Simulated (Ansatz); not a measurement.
# Transmission past a defect: (4,0) C nanotube, Cl placed on top of one C, part 2 of 4

Wanted: the relaxed defect and the transmission past it, beside the channels of the perfect wire.

Ansatz 0.2.0; DFT PBE, plane waves, PAW; relaxation of a wire's period (the session's first sound run).

So far. Step 2 (Relaxing the period): The cell's length comes to 4.216 Å with spin left out.

## 3. Bands of the perfect wire

This step: DFT PBE, plane waves, PAW; channels and complex bands of a perfect wire (Ansatz 0.2.0).

At the relaxed period the Bloch states of the perfect wire are found at each energy: those that move forward count the open channels, and those that decay describe how a disturbance dies away inside the wire itself. An energy step of 0.035 eV is under the 0.039 eV that the program asks for its thermal average at 300 K.

input.yaml

```yaml
crystal:
  lattice:
    - [9.932, 0.0, 0.0]
    - [0.0, 9.932, 0.0]
    - [0.0, 0.0, 4.2163403196]
  atoms:
    - { symbol: C, position: [0.330192775, 0.499977252, 0.002066957] }
    - { symbol: C, position: [0.499977252, 0.669761728, 0.002066957] }
    - { symbol: C, position: [0.499977252, 0.330192775, 0.002066957] }
    - { symbol: C, position: [0.669761728, 0.499977252, 0.002066957] }
    - { symbol: C, position: [0.330192775, 0.499977252, 0.331266377] }
    - { symbol: C, position: [0.499977252, 0.669761728, 0.331266377] }
    - { symbol: C, position: [0.499977252, 0.330192775, 0.331266377] }
    - { symbol: C, position: [0.669761728, 0.499977252, 0.331266377] }
    - { symbol: C, position: [0.37990611, 0.620048393, 0.502107724] }
    - { symbol: C, position: [0.37990611, 0.37990611, 0.502107724] }
    - { symbol: C, position: [0.620048393, 0.620048393, 0.502107724] }
    - { symbol: C, position: [0.620048393, 0.37990611, 0.502107724] }
    - { symbol: C, position: [0.37990611, 0.620048393, 0.83122561] }
    - { symbol: C, position: [0.37990611, 0.37990611, 0.83122561] }
    - { symbol: C, position: [0.620048393, 0.620048393, 0.83122561] }
    - { symbol: C, position: [0.620048393, 0.37990611, 0.83122561] }
kpoints:
  mp_grid: { grid: [1, 1, 19] }
scf:
  occupations: { method: fermi_dirac, width: 0.05 }
hamiltonian:
  xc: pbe
output:
  transmission:
    e_range: [-1.26, 1.26]
    de: 0.035
    kmesh: [1, 1]
    reduced_basis: true
    leads: [[0, 0]]
basis:
  ecutwfc: "350 eV"
```

Launch:

```sh
$ ansatz run input.yaml --threads 4 --pin off --max-ram 16384MiB --backend cpu --events-out ev --progress --plain --runs-dir out
```

Numbers of over 12 decimals in the logs are rounded to 6 here.

Log:

```text
Warning: basis.ecutwfc = 350 eV is below the records' recommended 420 eV, and the density's cutoff is lower with it unless basis.ecutrho_ratio is high enough to keep the records' density cutoff: compare with a run at a higher cutoff
[...]
Crystal: 16 atoms, lattice volume = 415.919 Å³
Basis set: ecut = 350 eV, 6209 PW (Γ)
Bands: 48, of which v1, the nominal top of the filled ones, is band 32 counted from 1 (31 counted from 0)
Symmetry: 16 space group operations
[...]
k-points: 10 of 19
[...]
SCF iter   1: F=—  HF=-4002.728136 eV  |F-HF|=—  |Δ(HF+E_count)|=         —  Δρ=7.22e-3  dr2=1.55e-1  ethr=1.77e-3  ⟨swp⟩=10.9  Hψ=3027  notcnv=0  defer=59
[...]
SCF iter   7: F=-4002.708173 eV  HF=-4002.708173 eV  |F-HF|=2.98e-9  |Δ(HF+E_count)|=   4.93e-8  Δρ=1.10e-6  dr2=7.24e-9  ethr=1.56e-10  ⟨swp⟩=19.3  Hψ=2603  notcnv=0
SCF 1 converged in 7 iterations: F = -4002.708173 eV  dr2 = 7.24e-9
[...]
transmission: 7 of 7 steps passed
SCF converged after 7 iterations
Free energy (F): -4002.708173 eV
[...]
Internal energy: -4002.685812 eV  (E = F + TS)
E sigma→0 (E₀):  -4002.696993 eV
Entropy (-TS):   -0.022361 eV (-1.398 meV/atom)
Fermi energy:    -1.683816 eV
[...]
--- Band table (eV; the first three rows and the last of 10) ---
  k-point 0: bands = [... 28 lower, -2.8626, -2.4055, -2.3884, -1.0439, -1.0439, -0.7493, -0.7493, 2.7795, ... 12 higher]
  k-point 1: bands = [... 28 lower, -2.6406, -2.3954, -2.3793, -1.3125, -1.3125, -0.4942, -0.4942, 2.7352, ... 12 higher]
  k-point 2: bands = [... 28 lower, -2.3671, -2.3512, -2.3082, -1.6992, -1.6992, -0.1455, -0.1455, 2.6082, ... 12 higher]
  k-point 9: bands = [... 28 lower, -4.2270, -4.2270, -1.9904, -1.9823, -0.0055, 0.3539, 1.8459, 1.8951, ... 12 higher]
--- Transmission ---
  basis      : 725 plane waves across, 7 finite elements along
  points     : 1, standing for a mesh of 1 x 1
  filling    : by the input's occupations and mesh, since the crystals that have channels conduct as metals do. If one of these is a semiconductor, that mesh has misplaced its level
  energies   : 73 from -1.260000 to 1.260000 eV about the Fermi level, 0.035000 eV apart; the leads are filled to 0.000000 eV, and channels, transmission and decay are at 0.000000 eV
  crystal 0  : C16, at the sites [0, 0], period 4.2163 Å: whole cells are its period
    offset         : up to 0.0000 Å between an atom of the period and one for which it stands
    filled         : 5.9 meV over the level at which it is neutral
    channels       : 3.000000e0 a spin
    conductance    : 2.3564e14 S/m² at 300 K; may be off by some 0.0 % by where its bands' edges are placed, 0.0 % from the distance to neutral
```

It took 7.7 min on 4 threads of Arm Neoverse V1, shared host; peak memory 4.7 GiB.

The column dr2 measures how far the density is from self-consistency, as an energy; F and HF (Harris–Foulkes) agree once it is small.

This step gave:

```
energy at zero smearing                                  : -4002.6970 eV
channels at the energy nearest the Fermi level, one spin : 3
conductance of the lead as this run defines it           : 3.000 G₀
band gap                                                 : 0 eV
```

Table of open channels of the lead, one spin by energy, zero at the Fermi level:

energy (eV), open channels of the lead, one spin and a bar from the least value:
```
   -1.190       2.00 ########
   -1.085       3.00 ###############
   -1.015       3.00 ###############
   -0.910       3.00 ###############
   -0.805       3.00 ###############
   -0.700       5.00 ##############################
   -0.595       5.00 ##############################
   -0.490       5.00 ##############################
   -0.385       5.00 ##############################
   -0.315       5.00 ##############################
   -0.210       3.00 ###############
   -0.105       3.00 ###############
    0.000       3.00 ###############
    0.105       3.00 ###############
    0.210       3.00 ###############
    0.315       3.00 ###############
    0.385       3.00 ###############
    0.490       3.00 ###############
    0.595       3.00 ###############
    0.700       1.00 
    0.805       1.00 
    0.910       1.00 
    1.015       3.00 ###############
    1.085       3.00 ###############
    1.190       3.00 ###############
```

The slowest values at each energy, most degenerate partners merged, listed up to 1.5 1/Å. The Im kz of the slowest decaying states by energy, zero at the Fermi level:

| energy (eV) | decay 1 (Å⁻¹) | decay 2 (Å⁻¹) | decay 3 (Å⁻¹) | decay 4 (Å⁻¹) |
| --- | --- | --- | --- | --- |
| -1.190 | 0.00997 | 0.239 | 0.337 | 0.437 |
| -1.085 | 0.258 | 0.351 | 0.443 | 0.444 |
| -1.015 | 0.270 | 0.360 | 0.402 | 0.415 |
| -0.910 | 0.285 | 0.326 | 0.342 | 0.373 |
| -0.805 | 0.216 | 0.239 | 0.299 | 0.385 |
| -0.700 | 0.312 | 0.397 | 0.466 | 0.540 |
| -0.595 | 0.324 | 0.408 | 0.472 | 0.543 |
| -0.490 | 0.334 | 0.418 | 0.477 | 0.545 |
| -0.385 | 0.344 | 0.428 | 0.481 | 0.547 |
| -0.315 | 0.350 | 0.435 | 0.484 | 0.548 |
| -0.210 | 0.198 | 0.204 | 0.359 | 0.444 |
| -0.105 | 0.274 | 0.276 | 0.367 | 0.453 |
| 0.000 | 0.323 | 0.324 | 0.374 | 0.461 |
| 0.105 | 0.359 | 0.360 | 0.381 | 0.469 |
| 0.210 | 0.386 | 0.387 | 0.387 | 0.477 |
| 0.315 | 0.392 | 0.407 | 0.409 | 0.484 |
| 0.385 | 0.396 | 0.419 | 0.422 | 0.489 |
| 0.490 | 0.401 | 0.434 | 0.437 | 0.496 |
| 0.595 | 0.405 | 0.446 | 0.449 | 0.503 |
| 0.700 | 0.0255 | 0.409 | 0.455 | 0.459 |
| 0.805 | 0.0294 | 0.413 | 0.463 | 0.467 |
| 0.910 | 0.0118 | 0.416 | 0.469 | 0.473 |
| 1.015 | 0.419 | 0.473 | 0.477 | 0.522 |
| 1.085 | 0.421 | 0.474 | 0.479 | 0.523 |
| 1.190 | 0.424 | 0.476 | 0.481 | 0.524 |

By hand: the program gives 2.3564 × 10^14 S/m² over the cell's cross-section of 98.64 Å² = 9.864 × 10^-19 m², so one cell conducts 2.324 × 10^-4 S. Divided by G0 = 2e²/h = 7.748 × 10^-5 S this is 3.00 G0, a resistance of 4.30 kΩ.

At the computed energy nearest the Fermi level there are 3 channels a spin, and the thermal average gives 3.00 G₀.

(Continued in part 3 of 4.)

[Logs are printed without paths, hosts, clocks, repeated set-up lines and the standing remarks that a program may print on its own settings, such as how far it seeks lower states.]

[Hosts, paths, dates, database ids (printed as entryN), source tags and the programs' standing remarks are cut or masked in the printed files.]
